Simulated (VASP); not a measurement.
# Al2O3 (P-6m2) in VASP: further runs, part 4 of 4

VASP 6.6.1.

### Step 6. Dielectric tensor, LDA

INCAR

```
SYSTEM = Al2O3
PREC = Accurate
ENCUT = 400
EDIFF = 1E-6
ISMEAR = 0
SIGMA = 0.01
LREAL = .FALSE.
LASPH = .TRUE.
NELM = 100
ALGO = Normal
ISIF = 2
LWAVE = .FALSE.
LCHARG = .FALSE.
LEPSILON = .TRUE.
```

KPOINTS

```
regular mesh
0
G
  10 10 3
  0 0 0
```

POSCAR

```
Al2O3
1.0
    2.8843249483      0.0000000000      0.0000000000
   -1.4421624742      2.4978986780      0.0000000000
    0.0000000000      0.0000000000      9.3367544600
Al O
2 3
Direct
    0.0000000000      0.0000000000      0.8500076700
    0.0000000000      0.0000000000      0.1499923300
    0.3333333333      0.6666666667      0.7776830800
    0.6666666667      0.3333333333      0.0000000000
    0.3333333333      0.6666666667      0.2223169200
```

Potentials or basis: VASP PAW LDA potentials, release 64 (Al, O).

Launch:

```console
cat potpaw_LDA.64/Al/POTCAR potpaw_LDA.64/O/POTCAR > POTCAR
mpirun -np 1 vasp_std > vasp.out
```

OUTCAR:

```text
SYSTEM = Al2O3
   PREC = Accurate
   ENCUT = 400
   EDIFF = 1E-6
   ISMEAR = 0
   LREAL = .FALSE.
   LASPH = .TRUE.
   NELM = 100
   ISIF = 2
   LEPSILON = .TRUE.

 Found     28 irreducible k-points:

 Following reciprocal coordinates:
            Coordinates               Weight
  0.000000  0.000000  0.000000      1.000000
  0.100000  0.000000  0.000000      6.000000
  0.200000  0.000000  0.000000      6.000000
  0.300000 -0.000000  0.000000      6.000000
  0.400000 -0.000000  0.000000      6.000000
  0.500000  0.000000  0.000000      3.000000
   k-points           NKPTS =     28   k-points in BZ     NKDIM =     28   number of bands    NBANDS=     16
   number of dos      NEDOS =    301   number of ions     NIONS =      5
   total plane-waves  NPLWV =  25600
   dimension x,y,z NGX =    20 NGY =   20 NGZ =   64
   dimension x,y,z NGXF=    40 NGYF=   40 NGZF=  128
   ions per type =               2   3
   NGX,Y,Z   is equivalent  to a cutoff of  11.53, 11.53, 11.40 a.u.
   NGXF,Y,Z  is equivalent  to a cutoff of  23.06, 23.06, 22.79 a.u.
 SYSTEM =  Al2O3
   PREC   = accura    normal or accurate (medium, high low for compatibility)
   ISTART =      0    job   : 0-new  1-cont  2-samecut
   ICHARG =      2    charge: 1-file 2-atom 10-const
   ISPIN  =      1    spin polarized calculation?
   LNONCOLLINEAR =      F non collinear calculations
   LSORBIT =      F    spin-orbit coupling
   LASPH  =      T    aspherical Exc in radial PAW
   ENCUT  =  400.0 eV  29.40 Ry    5.42 a.u.   4.70  4.70 15.23*2*pi/ulx,y,z
   NELM   =    100;   NELMIN=  2; NELMDL= -5     # of ELM steps
   EDIFF  = 0.1E-05   stopping-criterion for ELM
   LREAL  =      F    real-space projection
   EDIFFG = 0.1E-04   stopping-criterion for IOM
   NSW    =      0    number of steps for IOM
   IBRION =     -1    ionic relax: 0-MD 1-quasi-New 2-CG
   NFREE  =      0    steps in history (QN), initial steepest desc. (CG)
   ISIF   =      2    stress and relaxation
   ISYM   =      2    0-nonsym 1-usesym 2-fastsym
   POTIM  = 0.5000    time-step for ionic-motion
   TEBEG  =    0.0;   TEEND  =   0.0 temperature during run
   PSTRESS=    0.0 pullay stress
   NELECT =      24.0000    total number of electrons
   NUPDOWN=      -1.0000    fix difference up-down
   EMIN   =  10.00;   EMAX   =-10.00  energy-range for DOS
   EFERMI =   0.00;   METHOD = LEGACY
   ISMEAR =     0;   SIGMA  =   0.01  broadening in eV -4-tet -1-fermi 0-gaus
   EFERMI_NEDOS =   21; number of points for ismear=-14 and -15
   IALGO  =     38    algorithm
   IMIX   =      4    mixing-type and parameters
     AMIX     =   0.40;   BMIX     =  1.00
     AMIX_MAG =   1.60;   BMIX_MAG =  1.00
  volume/ion in A,a.u.               =      13.45        90.79
  Fermi-wavevector in a.u.,A,eV,Ry     =   1.161111  2.194181 18.343074  1.348178
  Thomas-Fermi vector in A             =   2.297686
   LORBIT       =      0    0 simple, 1 ext, 2 COOP (PROOUT), +10 PAW based schemes
   GGA     = CA    functional components
   LHFCALC =     F    Hartree Fock is set to
   AEXX    =    0.0000 exact exchange contribution
   IVDW    =     0    specifies the selected vdW correction
   LEPSILON=     T    determine dielectric tensor
   LRPA    =     F    only Hartree local field effects (RPA)
 non-spin polarized calculation
 Gauss-broadening in eV      SIGMA  =   0.01
[... 138 lines left out ...]
  in kB     -111.1761785   -111.1761785    -92.4029946      0.0000000     -0.0000000     -0.0000000
  external PRESSURE =    -104.9184506 kB  Pullay stress =       0.0000000 kB

 VOLUME and BASIS-vectors are now :
 -----------------------------------------------------------------------------
  energy-cutoff  :      400.00
  volume of cell :       67.27
      direct lattice vectors                 reciprocal lattice vectors
     2.884324948  0.000000000  0.000000000     0.346701574  0.200168247  0.000000000
    -1.442162474  2.497898678  0.000000000     0.000000000  0.400336494  0.000000000
     0.000000000  0.000000000  9.336754460     0.000000000  0.000000000  0.107103598

 POSITION                                       TOTAL-FORCE (eV/Angst)
 -----------------------------------------------------------------------------------
      0.00000      0.00000      7.93631        -0.000000      0.000000     -0.019061
      0.00000      0.00000      1.40044        -0.000000      0.000000      0.019061
     -0.00000      1.66527      7.26104         0.000000     -0.000000      0.488151
      1.44216      0.83263      0.00000        -0.000000      0.000000      0.000000
     -0.00000      1.66527      2.07572         0.000000     -0.000000     -0.488151
 -----------------------------------------------------------------------------------
    total drift:                               -0.000000      0.000000     -0.000000

  FREE ENERGIE OF THE ION-ELECTRON SYSTEM (eV)
  ---------------------------------------------------
  free  energy   TOTEN  =       -40.1654874224 eV

  energy  without entropy=      -40.1654874224  energy(sigma->0) =      -40.16548742

 HEAD OF MICROSCOPIC STATIC DIELECTRIC TENSOR (INDEPENDENT PARTICLE, excluding Hartree and local field effects)
 ------------------------------------------------------
           2.796987    -0.000000     0.000000
          -0.000000     2.796987    -0.000000
          -0.000000     0.000000     2.615487
 ------------------------------------------------------

 Free energy of the ion-electron system (eV)
  ---------------------------------------------------
  ---------------------------------------------------
  free energy    TOTEN  =        -0.33603311 eV

  energy without entropy =       -0.33603311

------------------------ aborting loop because EDIFF is reached ----------------------------------------

--------------------------------------- Ionic step        2  -------------------------------------------

------------------------ aborting loop because EDIFF is reached ----------------------------------------

--------------------------------------- Ionic step        3  -------------------------------------------

 Free energy of the ion-electron system (eV)
  ---------------------------------------------------
  ---------------------------------------------------
  free energy    TOTEN  =        -0.18846082 eV

  energy without entropy =       -0.18846082

------------------------ aborting loop because EDIFF is reached ----------------------------------------

 PIEZOELECTRIC TENSOR FIELD DIRECTION 3  (e Angst)
 -----------------------------------------------------------------------------
    -0.00006  0.00000  0.00000           (  0.00000 -0.00000 -0.00000)
    -0.00000 -0.00006  0.00000           ( -0.00000  0.00000  0.00000)
     0.00000  0.00000  0.00018           ( -0.00000  0.00000 -0.00000)

 PIEZOELECTRIC TENSOR FIELD DIRECTION 3  (C/m^2)
 -----------------------------------------------------------------------------
    -0.00001  0.00000  0.00000
    -0.00000 -0.00001  0.00000
     0.00000  0.00000  0.00004

 MACROSCOPIC STATIC DIELECTRIC TENSOR (including local field effects in DFT)
 ------------------------------------------------------
           2.695250    -0.000000     0.000000
          -0.000000     2.695250    -0.000000
           0.000000     0.000000     1.942100
 ------------------------------------------------------

 PIEZOELECTRIC TENSOR (including local field effects)  for field in x, y, z        (e  Angst)
          XX          YY          ZZ          XY          YZ          ZX
  --------------------------------------------------------------------------------
  x     0.00000    -0.00000    -0.00000    -0.06669     0.00000     0.00000
  y    -0.06669     0.06669     0.00000    -0.00000     0.00000     0.00000
  z     0.00000     0.00000     0.00000     0.00000     0.00000     0.00000

 PIEZOELECTRIC TENSOR (including local field effects)  for field in x, y, z        (C/m^2)
          XX          YY          ZZ          XY          YZ          ZX
  --------------------------------------------------------------------------------
  x     0.00000    -0.00000    -0.00000    -0.01588     0.00000     0.00000
  y    -0.01588     0.01588     0.00000    -0.00000     0.00000     0.00000
  z     0.00000     0.00000     0.00000     0.00000     0.00000     0.00000

 BORN EFFECTIVE CHARGES (including local field effects) (in |e|, cummulative output)
 ---------------------------------------------------------------------------------
 ion    1
    1     3.01593    -0.00000     0.00000
    2    -0.00000     3.01593     0.00000
    3     0.00000     0.00000     1.51347
 ion    2
    1     3.01593    -0.00000    -0.00000
    2    -0.00000     3.01593    -0.00000
    3    -0.00000     0.00000     1.51347
 ion    3
    1    -1.89860     0.00000    -0.00000
    2     0.00000    -1.89860    -0.00000
    3    -0.00000     0.00000    -0.91192
 ion    4
    1    -2.23466     0.00000     0.00000
    2     0.00000    -2.23466     0.00000
    3    -0.00000     0.00000    -1.20311
 ion    5
    1    -1.89860     0.00000     0.00000
    2     0.00000    -1.89860     0.00000
    3     0.00000     0.00000    -0.91192
```

OSZICAR:

```text
N       E                     dE             d eps       ncg     rms          rms(c)
DAV:   1     0.112601512435E+03    0.11260E+03   -0.11001E+04   896   0.109E+03
[... 13 lines left out ...]
RMM:   9    -0.188395433420E+00   -0.20060E-03   -0.37154E-04  2095   0.127E-02    0.248E-03
RMM:  10    -0.188446096557E+00   -0.50663E-04   -0.24376E-04  2054   0.570E-03    0.471E-04
RMM:  11    -0.188460254302E+00   -0.14158E-04   -0.82781E-05  1794   0.177E-03    0.431E-04
RMM:  12    -0.188461503982E+00   -0.12497E-05   -0.33785E-05  1302   0.833E-04    0.782E-05
RMM:  13    -0.188462369913E+00   -0.86593E-06   -0.31966E-05   994   0.625E-04    0.200E-05
RMM:  14    -0.188461011540E+00    0.13584E-05   -0.13460E-05   629   0.510E-04    0.144E-05
RMM:  15    -0.188460815426E+00    0.19611E-06   -0.14536E-05   536   0.473E-04    0.392E-06
```

stdout:

```text
POSCAR found type information on POSCAR AlO
 POSCAR found :  2 types and       5 ions
 scaLAPACK will be used
 LDA part: xc-table for (Slater(with rela. corr.)+CA(PZ))
 , standard interpolation
 POSCAR, INCAR and KPOINTS ok, starting setup
 FFT: planning ... GRIDC
 FFT: planning ... GRID_SOFT
 FFT: planning ... GRID
 WAVECAR not read
 entering main loop
 Linear response reoptimize wavefunctions to high precision
 Linear response G [H, r] |phi>, progress :
  Direction:   1
 Linear response G [H, r] |phi>, progress :
  Direction:   2
 Linear response G [H, r] |phi>, progress :
  Direction:   3
 Linear response to external field (no local field effect), progress :
  Direction:   1
 dielectric tensor                  component  1 :     2.582    -0.479    -0.003
 Linear response to external field (no local field effect), progress :
  Direction:   2
 dielectric tensor                  component  2 :    -0.479     3.012    -0.003
 Linear response to external field (no local field effect), progress :
  Direction:   3
 dielectric tensor                  component  3 :    -0.003    -0.003     2.615
 Linear response to external field, progress :
  Direction:   1
 dielectric tensor                  component  1 :     2.695     0.000     0.001
 Linear response to external field, progress :
  Direction:   2
 dielectric tensor                  component  2 :    -0.176     2.695    -0.003
 Linear response to external field, progress :
  Direction:   3
 dielectric tensor                  component  3 :    -0.002    -0.004     1.942
 Born effective charges drift removed
```

It took 2.5 min on 1 thread of Intel Xeon Platinum 8488C (Sapphire Rapids), shared host; peak memory 0.26 GiB.

The run converged, but some of its settings lie outside the range that counts as converged, so its numbers aren't taken as properties of the crystal.

Results:

```yaml
Band_gap_on_the_k_mesh: 4.74 eV, indirect (least direct gap 5.00 eV)
Electronic_dielectric_tensor_diagonal: 2.70, 2.70, 1.94
Born_charges_mean_of_the_diagonal: Al +2.52; O -1.57, -1.89 e
```

Caveat: the cutoff is under 1.25 times the usual one of these potentials, so pressure, stress and relaxed cells hold a basis-set (Pulay) error; an odd mesh through Γ misses points on the zone boundary, where band edges often lie.
